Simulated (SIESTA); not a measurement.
AlCu under changes of volume

One of the cells (13.466 Å³/atom); the others are scaled copies at fixed shape and fractional positions:

```
Cu Al
1.0
     2.99751    0.00000    0.00000
     0.00000    2.99751    0.00000
     0.00000    0.00000    2.99751
Cu Al
1 1
Cartesian
  1.4988 1.4988 1.4988
  0.0000 0.0000 0.0000
```

The cell comes from a database or a generator and needn't be the stable form of this composition.

- Program: SIESTA 5.4.2
- Functional: LDA
- Potentials or basis: PseudoDojo 0.4 standard (LDA files)
- Basis: DZP (energy shift 0.003 Ry; two zetas on semicore shells)
- Grid cutoff: 800 Ry
- Energy shift: 0.003 Ry
- k mesh: 9 × 9 × 9
- Occupations: fermi-dirac, width 0.05 eV
- Spin: no spin polarisation

```csv
volume (Å³/atom),energy over the lowest point (meV/atom),pressure (GPa)
12.658,0.00,-2.9
12.928,7.14,-5.4
13.197,18.12,-7.5
13.466,32.48,-9.5
13.736,49.72,-11.1
14.005,?,?
14.274,91.69,-13.8
```

Task: What does the run at 14.005 Å³/atom give?

Result: Energy over the lowest point 69.55 meV/atom; pressure -12.5 GPa.

Worked out: A Birch-Murnaghan fit of order 3 (a polynomial in V^(-2/3)) to the other rows has its minimum at 12.37 Å³/atom, just outside them, with B0 = V·E''(V) = 137 GPa and B' = 4.9. It gives 69.59 meV/atom at 14.005 Å³/atom, against the run's 69.55, and -dE/dV = -12.5 GPa, against -12.5.

Energies are extrapolated to zero smearing.

Caveats: short orbitals over semicore shells can move pressures by several GPa; the basis of atomic orbitals isn't converged, which shifts pressures, moduli and gaps.
